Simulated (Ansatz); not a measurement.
Zincblende KBr (r2SCAN geometry), in Ansatz:

Space group F-43m (No. 216). a = 7.377 Å, b = 7.377 Å, c = 7.377 Å, α = 90.00°, β = 90.00°, γ = 90.00°
```tsv
atom	site	symmetry	x	y	z
K	4a	-43m	0.0000	0.0000	0.0000
Br	4d	-43m	0.2500	0.2500	0.7500
```

G0W0@PBE with 377 empty bands, a screening cutoff of 140 eV and a 4×4×4 mesh (PAW, contour deformation) gives 7.106 eV over the mesh points, from a PBE gap of 4.282 eV; it sums over 385 bands with 339 plane waves in the screening and a wave cutoff of 420 eV. G0W0 here is at a finite number of bands, screening cutoff and k mesh, not at the basis limit. The calculation is spin-unpolarised, and the structure need not be a phase that has been made.

Problem. Estimate the gap with potentials of the kind norm-conserving.

Solution. 7.052 eV (-0.054 eV), from a Kohn-Sham gap of 4.282 eV.

Problem. Estimate the gap with frequency model Godby-Needs pole.

Solution. 7.097 eV (-0.009 eV), from a Kohn-Sham gap of 4.282 eV.

The runs are scalar-relativistic, without spin-orbit coupling.
